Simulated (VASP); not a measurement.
# Te (R-3m) in VASP: settings compared

Aim: see how the results for Te move with the level of theory and the settings. Levels: PBE, TPSS. Tasks: band structure.

Program: VASP 6.6.1. These are calculated values, not measurements. Logs are shortened: lines on timing, memory, paths and dates and some standing lists are left out, and cuts for length are marked.

## (1) The structure

It takes space group R-3m (No. 166, trigonal). The conventional cell has a = 4.612 Å, b = 4.612 Å, c = 5.073 Å, α = 90.00°, β = 90.00°, γ = 120.00°. Around Te (site symmetry -3m) lie 6 Te at 3.15 Å.

This isn't the form of Te at room conditions, which is trigonal, of chains.

## (2) Band structure, PBE

The input, POSCAR:

```
Te
1.0
    2.3059043427      1.3313144930      1.6909537039
   -2.3059043427      1.3313144930      1.6909537039
    0.0000000000     -2.6626289860      1.6909537039
Te
1
Direct
    0.5000000000      0.5000000000      0.5000000000
```

The input, INCAR.step1:

```
SYSTEM = Te
ALGO     = Fast           ! electronic algorithm
EDIFF    = 1E-6           ! SCF threshold, eV
ENCUT    = 520            ! plane-wave cutoff, eV
GGA      = PE             ! functional
ISIF     = 2              ! what is computed and relaxed
ISMEAR   = -1             ! smearing method
LASPH    = .True.         ! aspherical terms in the spheres
LCHARG   = .True.         ! write CHGCAR
LREAL    = .False.        ! projectors in reciprocal space
LWAVE    = .False.        ! write WAVECAR
NELM     = 100            ! most SCF steps
PREC     = Accurate       ! precision mode
SIGMA    = 0.05           ! smearing width, eV
```

The input, KPOINTS.step1:

```
k-points
0
Gamma
  9 9 9
  0 0 0
```

The input, INCAR.step2:

```
SYSTEM = Te
ALGO     = Fast           ! electronic algorithm
EDIFF    = 1E-6           ! SCF threshold, eV
ENCUT    = 520            ! plane-wave cutoff, eV
GGA      = PE             ! functional
ICHARG   = 11             ! starting density
ISIF     = 2              ! what is computed and relaxed
ISMEAR   = 0              ! smearing method
LASPH    = .True.         ! aspherical terms in the spheres
LCHARG   = .False.        ! write CHGCAR
LREAL    = .False.        ! projectors in reciprocal space
LWAVE    = .False.        ! write WAVECAR
NELM     = 100            ! most SCF steps
PREC     = Accurate       ! precision mode
SIGMA    = 0.05           ! smearing width, eV
```

The input, KPOINTS.step2:

```
path GPZQGFP1Q1LZ
10
line-mode
reciprocal
 0.0000000000  0.0000000000  0.0000000000  G
 0.4677709699 -0.5322290301  0.4677709699  P

 0.4677709699 -0.5322290301  0.4677709699  P
 0.5000000000 -0.5000000000  0.5000000000  Z

 0.5000000000 -0.5000000000  0.5000000000  Z
 0.4355419398  0.4355419398  0.4355419398  Q

 0.4355419398  0.4355419398  0.4355419398  Q
 0.0000000000  0.0000000000  0.0000000000  G

 0.0000000000  0.0000000000  0.0000000000  G
 0.5000000000 -0.5000000000  0.0000000000  F

 0.5000000000 -0.5000000000  0.0000000000  F
 0.5322290301 -0.4677709699 -0.4677709699  P1

 0.5322290301 -0.4677709699 -0.4677709699  P1
 0.5644580602 -0.4355419398 -0.4355419398  Q1

 0.5644580602 -0.4355419398 -0.4355419398  Q1
 0.5000000000  0.0000000000  0.0000000000  L

 0.5000000000  0.0000000000  0.0000000000  L
 0.5000000000 -0.5000000000  0.5000000000  Z
```

Potentials or basis: VASP PAW PBE potentials, release 54 (Te).

On the command line:

```sh
> cat potpaw_PBE.54/Te/POTCAR > POTCAR
> cp INCAR.step1 INCAR
> cp KPOINTS.step1 KPOINTS
> mpirun -np 1 vasp_std > vasp.out
> cp INCAR.step2 INCAR
> cp KPOINTS.step2 KPOINTS
> mpirun -np 1 vasp_std > vasp.out
```

OUTCAR:

```text
SYSTEM = Te
   EDIFF = 1E-6
   ENCUT = 520
   GGA = PE
   ICHARG = 11
   ISIF = 2
   ISMEAR = 0
   LASPH = .True.
   LREAL = .False.
   NELM = 100
   PREC = Accurate

 ion  position               nearest neighbor table
   1  0.500  0.500  0.500-

  LATTYP: Found a trigonal (rhomboedric) cell.
 ALAT       =     3.1541904739
 COS(alpha) =    -0.0688991668

  Lattice vectors:

 A1 = (   2.3059043427,   1.3313144930,   1.6909537039)
 A2 = (  -2.3059043427,   1.3313144930,   1.6909537039)
 A3 = (   0.0000000000,  -2.6626289860,   1.6909537039)

Analysis of symmetry for initial positions (statically):
=====================================================================
 Subroutine PRICEL returns:
 Original cell was already a primitive cell.

 Routine SETGRP: Setting up the symmetry group for a
 trigonal (rhombohedral) supercell.

 Subroutine GETGRP returns: Found 12 space group operations
 (whereof 12 operations were pure point group operations)
 out of a pool of 12 trial point group operations.

The static configuration has the point symmetry D_3d.

Analysis of symmetry for dynamics (positions and initial velocities):
=====================================================================
 Subroutine PRICEL returns:
 Original cell was already a primitive cell.

 Routine SETGRP: Setting up the symmetry group for a
 trigonal (rhombohedral) supercell.

 Subroutine GETGRP returns: Found 12 space group operations
 (whereof 12 operations were pure point group operations)
 out of a pool of 12 trial point group operations.

The dynamic configuration has the point symmetry D_3d.

 Subroutine INISYM returns: Found 12 space group operations
 (whereof 12 operations are pure point group operations),
 and found     1 'primitive' translations

----------------------------------------------------------------------------------------

                                     Primitive cell

  volume of cell :      31.1462

  direct lattice vectors                    reciprocal lattice vectors
     2.305904343  1.331314493  1.690953704     0.216834667  0.125189553  0.197127415
    -2.305904343  1.331314493  1.690953704    -0.216834667  0.125189553  0.197127415
     0.000000000 -2.662628986  1.690953704     0.000000000 -0.250379107  0.197127415

  length of vectors
     3.154190474  3.154190474  3.154190474     0.318667405  0.318667405  0.318667405

  position of ions in fractional coordinates (direct lattice)
     0.500000000  0.500000000  0.500000000

  ion indices of the primitive-cell ions
   primitive index   ion index
                 1           1

----------------------------------------------------------------------------------------

 KPOINTS: path GPZQGFP1Q1LZ

Interpolating k-points between supplied coordinates.

 Line segments in fractional coordinates (reciprocal lattice):
    0.000000  0.000000  0.000000  ...  0.467771 -0.532229  0.467771
    0.467771 -0.532229  0.467771  ...  0.500000 -0.500000  0.500000
    0.500000 -0.500000  0.500000  ...  0.435542  0.435542  0.435542
    0.435542  0.435542  0.435542  ...  0.000000  0.000000  0.000000
    0.000000  0.000000  0.000000  ...  0.500000 -0.500000  0.000000
    0.500000 -0.500000  0.000000  ...  0.532229 -0.467771 -0.467771
    0.532229 -0.467771 -0.467771  ...  0.564458 -0.435542 -0.435542
    0.564458 -0.435542 -0.435542  ...  0.500000  0.000000  0.000000
    0.500000  0.000000  0.000000  ...  0.500000 -0.500000  0.500000

 Generated    10 points on each line segment, for a total of     90 k-points:

 Following reciprocal coordinates:
            Coordinates               Weight
  0.000000  0.000000  0.000000      0.011111
  0.051975 -0.059137  0.051975      0.011111
  0.103949 -0.118273  0.103949      0.011111
  0.155924 -0.177410  0.155924      0.011111
  0.207898 -0.236546  0.207898      0.011111
  0.259873 -0.295683  0.259873      0.011111
[... 16 lines left out ...]
  0.485676 -0.292102  0.485676      0.011111
  0.478514 -0.188153  0.478514      0.011111
 [... further k-points ...]
   k-points           NKPTS =     90   k-points in BZ     NKDIM =     90   number of bands    NBANDS=      7
   number of dos      NEDOS =    301   number of ions     NIONS =      1
   total plane-waves  NPLWV =  13824
   dimension x,y,z NGX =    24 NGY =   24 NGZ =   24
   dimension x,y,z NGXF=    48 NGYF=   48 NGZF=   48
   ions per type =               1
   NGX,Y,Z   is equivalent  to a cutoff of  12.65, 12.65, 12.65 a.u.
   NGXF,Y,Z  is equivalent  to a cutoff of  25.30, 25.30, 25.30 a.u.
 SYSTEM =  Te
   PREC   = accura    normal or accurate (medium, high low for compatibility)
   ISTART =      0    job   : 0-new  1-cont  2-samecut
   ICHARG =     11    charge: 1-file 2-atom 10-const
   ISPIN  =      1    spin polarized calculation?
   LNONCOLLINEAR =      F non collinear calculations
   LSORBIT =      F    spin-orbit coupling
   LASPH  =      T    aspherical Exc in radial PAW
   ENCUT  =  520.0 eV  38.22 Ry    6.18 a.u.   5.86  5.86  5.86*2*pi/ulx,y,z
   NELM   =    100;   NELMIN=  2; NELMDL=  0     # of ELM steps
   EDIFF  = 0.1E-05   stopping-criterion for ELM
   LREAL  =      F    real-space projection
   EDIFFG = 0.1E-04   stopping-criterion for IOM
   NSW    =      0    number of steps for IOM
   IBRION =     -1    ionic relax: 0-MD 1-quasi-New 2-CG
   NFREE  =      0    steps in history (QN), initial steepest desc. (CG)
   ISIF   =      2    stress and relaxation
   ISYM   =      2    0-nonsym 1-usesym 2-fastsym
   POTIM  = 0.5000    time-step for ionic-motion
   TEBEG  =    0.0;   TEEND  =   0.0 temperature during run
   PSTRESS=    0.0 pullay stress
   NELECT =       6.0000    total number of electrons
   NUPDOWN=      -1.0000    fix difference up-down
   EMIN   =  10.00;   EMAX   =-10.00  energy-range for DOS
   EFERMI =   0.00;   METHOD = LEGACY
   ISMEAR =     0;   SIGMA  =   0.05  broadening in eV -4-tet -1-fermi 0-gaus
   EFERMI_NEDOS =   21; number of points for ismear=-14 and -15
   IALGO  =     68    algorithm
   IMIX   =      4    mixing-type and parameters
     AMIX     =   0.40;   BMIX     =  1.00
     AMIX_MAG =   1.60;   BMIX_MAG =  1.00
  volume/ion in A,a.u.               =      31.15       210.18
  Fermi-wavevector in a.u.,A,eV,Ry     =   0.945490  1.786717 12.162947  0.893951
  Thomas-Fermi vector in A             =   2.073397
   LORBIT       =      0    0 simple, 1 ext, 2 COOP (PROOUT), +10 PAW based schemes
   GGA     = PE    functional components
   LHFCALC =     F    Hartree Fock is set to
   AEXX    =    0.0000 exact exchange contribution
   IVDW    =     0    specifies the selected vdW correction
   LEPSILON=     F    determine dielectric tensor
   LRPA    =     F    only Hartree local field effects (RPA)
 non-spin polarized calculation
 RMM-DIIS sequential band-by-band and
 Gauss-broadening in eV      SIGMA  =   0.05
  energy-cutoff  :      520.00
  volume of cell :       31.15
 maximum number of plane-waves:       858
 NGX is ok and might be reduce to    24

 number of electron       5.9999999 magnetization

 Free energy of the ion-electron system (eV)
  ---------------------------------------------------
  ext. energy  EPLUGINS =         0.00000000
  ---------------------------------------------------
  free energy    TOTEN  =        -2.08317628 eV

  energy without entropy =       -2.08297519  energy(sigma->0) =       -2.08307573

 E-fermi :   5.1787     XC(G=0):  -9.5026

 val. band max:        5.1216254654   @ k =   0.5000  -0.3333   0.3333
 cond. band min:       5.2333822312   @ k =   0.5000  -0.3333   0.3333
 fundamental gap:      0.1117567658
 Fermi energy:         5.1787446719

 k-point     1 :       0.0000    0.0000    0.0000
  band No.  band energies     occupation
      1      -6.8826      2.00000
      2       8.0526      0.00000
      3       8.5298      0.00000
      4       8.5298      0.00000
      5      13.1482      0.00000
      6      13.1482      0.00000
      7      13.8104      0.00000

 k-point     2 :       0.0520   -0.0591    0.0520
  band No.  band energies     occupation
      1      -6.7755      2.00000
      2       7.7082      0.00000
      3       8.1441      0.00000
      4       8.1739      0.00000
      5      13.7083      0.00000
      6      13.7225      0.00000
      7      14.3368      0.00000

 k-point     3 :       0.1039   -0.1183    0.1039
  band No.  band energies     occupation
      1      -6.4567      2.00000
      2       6.9598      0.00000
      3       7.3338      0.00000
      4       7.4167      0.00000
      5      15.0694      0.00000
      6      15.0879      0.00000
      7      15.4932      0.00000

 k-point     4 :       0.1559   -0.1774    0.1559
  band No.  band energies     occupation
      1      -5.9347      2.00000
      2       6.1570      0.00000
      3       6.4793      0.00000
      4       6.6204      0.00000
      5      15.8953      0.00000
      6      16.7198      0.00000
      7      16.8415      0.00000

 k-point     5 :       0.2079   -0.2365    0.2079
  band No.  band energies     occupation
      1      -5.2264      2.00000
      2       5.4442      0.00000
      3       5.7195      0.00000
      4       5.9277      0.00000
      5      14.6364      0.00000
      6      15.5294      0.00000
      7      18.2534      0.00000
[... 161 lines left out ...]
 k-point    22 :       0.4928   -0.3961    0.4928
  band No.  band energies     occupation
      1      -1.4735      2.00000
      2       3.4444      2.00000
      3       3.9250      2.00000
      4       4.8024      2.00000
      5      10.8448      0.00000
      6      11.4995      0.00000
      7      12.5597      0.00000

 k-point    23 :       0.4857   -0.2921    0.4857
  band No.  band energies     occupation
      1      -2.1369      2.00000
      2       2.9780      2.00000
      3       3.6473      2.00000
      4       6.2541      0.00000
      5      10.2441      0.00000
      6      12.8556      0.00000
      7      13.6962      0.00000

 k-point    24 :       0.4785   -0.1882    0.4785
  band No.  band energies     occupation
      1      -2.7224      2.00000
      2       2.5145      2.00000
      3       3.2115      2.00000
      4       8.3205      0.00000
      5       9.6671      0.00000
      6      14.7915      0.00000
      7      15.5608      0.00000

 [... further k-points ...]

------------------------ aborting loop because EDIFF is reached ----------------------------------------

  FORCE on cell =-STRESS in cart. coord.  units (eV):
  Direction    XX          YY          ZZ          XY          YZ          ZX
  --------------------------------------------------------------------------------------
  -------------------------------------------------------------------------------------
  Total        6.7905563      6.7905563      6.4008979      0.0000000      0.0000000      0.0000000
  in kB      349.3100034    349.3100034    329.2657564      0.0000000      0.0000000      0.0000000
  external PRESSURE =     342.6285878 kB  Pullay stress =       0.0000000 kB

 VOLUME and BASIS-vectors are now :
 -----------------------------------------------------------------------------
  energy-cutoff  :      520.00
  volume of cell :       31.15
      direct lattice vectors                 reciprocal lattice vectors
     2.305904343  1.331314493  1.690953704     0.216834667  0.125189553  0.197127415
    -2.305904343  1.331314493  1.690953704    -0.216834667  0.125189553  0.197127415
     0.000000000 -2.662628986  1.690953704     0.000000000 -0.250379107  0.197127415

 POSITION                                       TOTAL-FORCE (eV/Angst)
 -----------------------------------------------------------------------------------
      0.00000      0.00000      2.53643        -0.000000      0.000000      0.000000
 -----------------------------------------------------------------------------------
    total drift:                                0.000000      0.000000     -0.000000

  FREE ENERGIE OF THE ION-ELECTRON SYSTEM (eV)
  ---------------------------------------------------
  free  energy   TOTEN  =        -2.0831762767 eV

  energy  without entropy=       -2.0829751853  energy(sigma->0) =       -2.08307573
```

It took 10 s on 1 thread of Intel Xeon 6975P-C (Granite Rapids), shared host; peak memory 0.14 GiB.

What came out:

```
Band gap along the path : none (metal or under the smearing width)
```

Levels at the corners of the path, in eV from the Fermi level:
```csv
point,band 1,band 2,band 3,band 4,band 5,band 6,band 7
Γ,-13.98,0.96,1.43,1.43,6.05,6.05,6.72
P,-8.31,-3.43,-3.43,-2.48,3.99,3.99,5.07
P,-8.31,-3.43,-3.43,-2.48,3.99,3.99,5.07
Z,-8.23,-3.44,-3.44,-2.49,3.90,3.90,5.35
Z,-8.23,-3.44,-3.44,-2.49,3.90,3.90,5.35
Q,-8.56,-3.41,-3.41,-2.45,4.28,4.28,4.70
Q,-8.56,-3.41,-3.41,-2.45,4.28,4.28,4.70
Γ,-13.98,0.96,1.43,1.43,6.05,6.05,6.72
Γ,-13.98,0.96,1.43,1.43,6.05,6.05,6.72
F,-10.21,-5.00,-4.27,1.97,3.96,10.49,12.25
F,-10.21,-5.00,-4.27,1.97,3.96,10.49,12.26
P1,-8.31,-3.43,-3.43,-2.48,3.99,3.99,5.07
P1,-8.31,-3.43,-3.43,-2.48,3.99,3.99,5.07
Q1,-8.56,-3.41,-3.41,-2.45,4.28,4.28,4.70
Q1,-8.56,-3.41,-3.41,-2.45,4.28,4.28,4.70
L,-12.10,-6.32,2.46,2.79,7.67,9.04,10.01
L,-12.10,-6.32,2.46,2.79,7.67,9.04,10.01
Z,-8.23,-3.44,-3.44,-2.49,3.90,3.90,5.35
```

Caveat: the log is that of the step along the path at fixed density, whose energy, stress, charges and moments have no meaning; spin-orbit coupling is left out, which moves the levels of the heavy elements.

## (3) Band structure, PBE

The input, INCAR:

```
SYSTEM = Te
PREC = Accurate
ENCUT = 500
EDIFF = 1E-6
ISMEAR = -1
SIGMA = 0.05
LREAL = .FALSE.
LASPH = .TRUE.
NELM = 80
ALGO = Normal
ISIF = 2
LWAVE = .FALSE.
LCHARG = .FALSE.
GGA = PE
```

The input, KPOINTS:

```
Automatic mesh
0
G
  9 9 9
  0 0 0
```

POSCAR is that of step 2.

The input, KPOINTS_OPT:

```
path GPZQGFP1Q1LZ
10
line-mode
reciprocal
 0.0000000000  0.0000000000  0.0000000000  G
 0.4677709699 -0.5322290301  0.4677709699  P

 0.4677709699 -0.5322290301  0.4677709699  P
 0.5000000000 -0.5000000000  0.5000000000  Z

 0.5000000000 -0.5000000000  0.5000000000  Z
 0.4355419398  0.4355419398  0.4355419398  Q

 0.4355419398  0.4355419398  0.4355419398  Q
 0.0000000000  0.0000000000  0.0000000000  G

 0.0000000000  0.0000000000  0.0000000000  G
 0.5000000000 -0.5000000000  0.0000000000  F

 0.5000000000 -0.5000000000  0.0000000000  F
 0.5322290301 -0.4677709699 -0.4677709699  P1

 0.5322290301 -0.4677709699 -0.4677709699  P1
 0.5644580602 -0.4355419398 -0.4355419398  Q1

 0.5644580602 -0.4355419398 -0.4355419398  Q1
 0.5000000000  0.0000000000  0.0000000000  L

 0.5000000000  0.0000000000  0.0000000000  L
 0.5000000000 -0.5000000000  0.5000000000  Z
```

Potentials or basis: VASP PAW PBE potentials, release 54 (Te).

On the command line:

```sh
> cat potpaw_PBE.54/Te/POTCAR > POTCAR
> mpirun -np 1 vasp_std > vasp.out
```

Wall time 8.1 s (1 thread of Intel Xeon 6975P-C (Granite Rapids), shared host); peak memory 0.15 GiB.

The run converged. Its results:

```
Free energy             : -3.0884 eV
Pressure                : 2.6 GPa
Band gap along the path : none (metal or under the smearing width)
```

Levels at the corners of the path, in eV from the Fermi level:
```csv
point,band 1,band 2,band 3,band 4,band 5,band 6,band 7
Γ,-13.98,0.96,1.43,1.43,6.05,6.05,6.71
P,-8.31,-3.43,-3.43,-2.48,3.99,3.99,5.07
P,-8.31,-3.43,-3.43,-2.48,3.99,3.99,5.07
Z,-8.23,-3.44,-3.44,-2.49,3.90,3.90,5.35
Z,-8.23,-3.44,-3.44,-2.49,3.90,3.90,5.35
Q,-8.56,-3.41,-3.41,-2.45,4.28,4.28,4.70
Q,-8.56,-3.41,-3.41,-2.45,4.28,4.28,4.70
Γ,-13.98,0.96,1.43,1.43,6.05,6.05,6.71
Γ,-13.98,0.96,1.43,1.43,6.05,6.05,6.71
F,-10.21,-5.00,-4.27,1.97,3.96,10.49,12.26
F,-10.21,-5.00,-4.27,1.97,3.96,10.49,12.26
P1,-8.31,-3.43,-3.43,-2.48,3.99,3.99,5.07
P1,-8.31,-3.43,-3.43,-2.48,3.99,3.99,5.07
Q1,-8.56,-3.41,-3.41,-2.45,4.28,4.28,4.70
Q1,-8.56,-3.41,-3.41,-2.45,4.28,4.28,4.70
L,-12.10,-6.32,2.46,2.79,7.67,9.04,10.01
L,-12.10,-6.32,2.46,2.79,7.67,9.04,10.01
Z,-8.23,-3.44,-3.44,-2.49,3.90,3.90,5.35
```

Caveat: spin-orbit coupling is left out, which moves the levels of the heavy elements.

(Continued in part 2 of 2.)
